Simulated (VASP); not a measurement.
# SnSe2 (P-3m1) in VASP: notebook, part 2 of 2

VASP 6.6.1.

## (3) Single point, r2SCAN

POSCAR

```
SnSe2
1.0
    3.8251493304      0.0000000000      0.0000000000
   -1.9125746652      3.3126764934      0.0000000000
    0.0000000000      0.0000000000      6.2270790464
Sn Se
1 2
Direct
    0.0000000000      0.0000000000      0.0000000000
    0.3333333333      0.6666666667      0.2530782237
    0.6666666667      0.3333333333      0.7469217763
```

INCAR.step1

```
PREC = Accurate
ENCUT = 520
ISMEAR = 0
SIGMA = 0.01
LREAL = F
LASPH = T
NELM = 100
NBANDS = 20
GGA = PE
ALGO = Normal
EDIFF = 1E-4
LWAVE = T
LCHARG = F
```

INCAR.step2

```
PREC = Accurate
ENCUT = 520
EDIFF = 1E-6
ISMEAR = 0
SIGMA = 0.01
LREAL = F
LASPH = T
NELM = 100
ALGO = Normal
ISIF = 2
LWAVE = F
LCHARG = F
METAGGA = R2SCAN
LMIXTAU = T
NBANDS = 20
ISTART = 1
```

KPOINTS

```
Automatic mesh
0
Gamma
  12 12 4
```

Potentials or basis: VASP PAW PBE potentials, release 64 (Sn_d, Se).

Started as:

```bash
cat potpaw_PBE.64/Sn_d/POTCAR potpaw_PBE.64/Se/POTCAR > POTCAR
cp INCAR.step1 INCAR
mpirun -np 1 vasp_std > vasp.out
cp INCAR.step2 INCAR
mpirun -np 1 vasp_std > vasp.out
```

OUTCAR:

```text
PREC = Accurate
   ENCUT = 520
   EDIFF = 1E-6
   ISMEAR = 0
   LREAL = F
   LASPH = T
   NELM = 100
   ISIF = 2
   METAGGA = R2SCAN
   ISTART = 1

 ion  position               nearest neighbor table
   1  0.000  0.000  0.000-   2 2.71   3 2.71   3 2.71   2 2.71   3 2.71   2 2.71
   2  0.333  0.667  0.253-   1 2.71   1 2.71   1 2.71
   3  0.667  0.333  0.747-   1 2.71   1 2.71   1 2.71

  LATTYP: Found a hexagonal cell.
 ALAT       =     3.8251493304
 C/A-ratio  =     1.6279309665

  Lattice vectors:

 A1 = (   3.8251493304,   0.0000000000,   0.0000000000)
 A2 = (  -1.9125746652,   3.3126764934,   0.0000000000)
 A3 = (   0.0000000000,   0.0000000000,   6.2270790464)

Analysis of symmetry for initial positions (statically):
=====================================================================
 Subroutine PRICEL returns:
 Original cell was already a primitive cell.

 Routine SETGRP: Setting up the symmetry group for a
 hexagonal supercell.

 Subroutine GETGRP returns: Found 12 space group operations
 (whereof 12 operations were pure point group operations)
 out of a pool of 24 trial point group operations.

The static configuration has the point symmetry D_3d.

Analysis of symmetry for dynamics (positions and initial velocities):
=====================================================================
 Subroutine PRICEL returns:
 Original cell was already a primitive cell.

 Routine SETGRP: Setting up the symmetry group for a
 hexagonal supercell.

 Subroutine GETGRP returns: Found 12 space group operations
 (whereof 12 operations were pure point group operations)
 out of a pool of 24 trial point group operations.

The dynamic configuration has the point symmetry D_3d.

 Subroutine INISYM returns: Found 12 space group operations
 (whereof 12 operations are pure point group operations),
 and found     1 'primitive' translations

[... 115 lines left out ...]
     AMIX     =   0.40;   BMIX     =  1.00
     AMIX_MAG =   1.60;   BMIX_MAG =  1.00
  volume/ion in A,a.u.               =      26.30       177.50
  Fermi-wavevector in a.u.,A,eV,Ry     =   1.130738  2.136785 17.395982  1.278569
  Thomas-Fermi vector in A             =   2.267435
   LORBIT       =      0    0 simple, 1 ext, 2 COOP (PROOUT), +10 PAW based schemes
   METAGGA = R2SCAN    functional components
   LHFCALC =     F    Hartree Fock is set to
   AEXX    =    0.0000 exact exchange contribution
   IVDW    =     0    specifies the selected vdW correction
   LEPSILON=     F    determine dielectric tensor
   LRPA    =     F    only Hartree local field effects (RPA)
 non-spin polarized calculation
 Gauss-broadening in eV      SIGMA  =   0.01
  energy-cutoff  :      520.00
  volume of cell :       78.91
 maximum number of plane-waves:      2142
   NGX = 15   NGY = 15   NGZ = 23

 number of electron      26.0000000 magnetization

 Free energy of the ion-electron system (eV)
  ---------------------------------------------------
  ext. energy  EPLUGINS =         0.00000000
  ---------------------------------------------------
  free energy    TOTEN  =       -54.62568467 eV

  energy without entropy =      -54.62568467  energy(sigma->0) =      -54.62568467

 E-fermi :   3.7130     XC(G=0):  -9.9200

 val. band max:        3.6408040088   @ k =   0.0833   0.0833   0.0000
 cond. band min:       4.6537071157   @ k =   0.5000   0.0000   0.5000
 fundamental gap:      1.0129031069
 Fermi energy:         3.7130055916

 k-point     1 :       0.0000    0.0000    0.0000
  band No.  band energies     occupation
      1     -18.2370      2.00000
      2     -18.2369      2.00000
      3     -18.1807      2.00000
      4     -18.1729      2.00000
      5     -18.1729      2.00000
      6     -10.6283      2.00000
[... 541 lines left out ...]
     19      12.2876      0.00000
     20      13.1790      0.00000

 [... further k-points ...]

------------------------ aborting loop because EDIFF is reached ----------------------------------------

  FORCE on cell =-STRESS in cart. coord.  units (eV):
  Direction    XX          YY          ZZ          XY          YZ          ZX
  --------------------------------------------------------------------------------------
  -------------------------------------------------------------------------------------
  Total        0.4890302      0.4890302      0.4678555      0.0000000      0.0000000      0.0000000
  in kB        9.9296628      9.9296628      9.4997146      0.0000000      0.0000000      0.0000000
  external PRESSURE =       9.7863468 kB  Pullay stress =       0.0000000 kB

 VOLUME and BASIS-vectors are now :
 -----------------------------------------------------------------------------
  energy-cutoff  :      520.00
  volume of cell :       78.91
      direct lattice vectors                 reciprocal lattice vectors
     3.825149330  0.000000000  0.000000000     0.261427702  0.150935354  0.000000000
    -1.912574665  3.312676493  0.000000000     0.000000000  0.301870708  0.000000000
     0.000000000  0.000000000  6.227079046     0.000000000  0.000000000  0.160588936

 POSITION                                       TOTAL-FORCE (eV/Angst)
 -----------------------------------------------------------------------------------
      0.00000      0.00000      0.00000        -0.000000      0.000000     -0.000000
     -0.00000      2.20845      1.57594        -0.000000      0.000000     -0.015697
      1.91257      1.10423      4.65114         0.000000      0.000000      0.015697
 -----------------------------------------------------------------------------------
    total drift:                               -0.000000     -0.000000      0.000000

  FREE ENERGIE OF THE ION-ELECTRON SYSTEM (eV)
  ---------------------------------------------------
  free  energy   TOTEN  =       -54.6256846726 eV

  energy  without entropy=      -54.6256846726  energy(sigma->0) =      -54.62568467
```

OUTCAR.step1:

```text
PREC = Accurate
   ENCUT = 520
   ISMEAR = 0
   LREAL = F
[... 779 lines left out ...]
      0.00000      0.00000      0.00000         0.000000      0.000000      0.000000
     -0.00000      2.20845      1.57594         0.000000     -0.000000      0.276768
      1.91257      1.10423      4.65114        -0.000000      0.000000     -0.276768
 -----------------------------------------------------------------------------------
    total drift:                               -0.000000     -0.000000      0.000000

  FREE ENERGIE OF THE ION-ELECTRON SYSTEM (eV)
  ---------------------------------------------------
  free  energy   TOTEN  =       -11.8241623316 eV

  energy  without entropy=      -11.8241623316  energy(sigma->0) =      -11.82416233
```

OSZICAR.step1:

```text
N       E                     dE             d eps       ncg     rms          rms(c)
DAV:   1     0.206288185494E+03    0.20629E+03   -0.12153E+04  2816   0.146E+03
DAV:   2     0.116157571362E+02   -0.19467E+03   -0.18713E+03  2972   0.385E+02
DAV:   3    -0.112764032431E+02   -0.22892E+02   -0.22426E+02  3320   0.114E+02
DAV:   4    -0.120663927895E+02   -0.78999E+00   -0.78866E+00  3296   0.224E+01
DAV:   5    -0.120855647438E+02   -0.19172E-01   -0.19170E-01  3812   0.363E+00    0.497E+00
DAV:   6    -0.118404912321E+02    0.24507E+00   -0.51297E-01  4152   0.735E+00    0.320E+00
DAV:   7    -0.118236645909E+02    0.16827E-01   -0.15149E-01  3204   0.242E+00    0.102E+00
DAV:   8    -0.118236595904E+02    0.50004E-05   -0.11809E-02  3468   0.102E+00    0.275E-01
DAV:   9    -0.118241546636E+02   -0.49507E-03   -0.15089E-03  3132   0.294E-01    0.842E-02
DAV:  10    -0.118241623316E+02   -0.76680E-05   -0.10900E-04  2504   0.747E-02
   1 F= -.11824162E+02 E0= -.11824162E+02  d E =-.320614E-70
```

It took 5.4 min on 1 thread of AMD EPYC 7R13 (Zen 3), shared host; peak memory 0.23 GiB.

What came out:

```
Free energy            : -54.6257 eV
Pressure               : 1.0 GPa
Largest force          : 0.016 eV/Å
Band gap on the k mesh : 1.01 eV, indirect (least direct gap 1.49 eV)
```

Forces in eV/Å, atoms in the order of the input:
```
Sn   0.000  0.000  0.000
Se   0.000  0.000 -0.016
Se   0.000  0.000  0.016
```

Caveat: the PAW data sets were made with another functional, which shifts forces and pressure a little; spin-orbit coupling is left out, which moves the levels of the heavy elements.
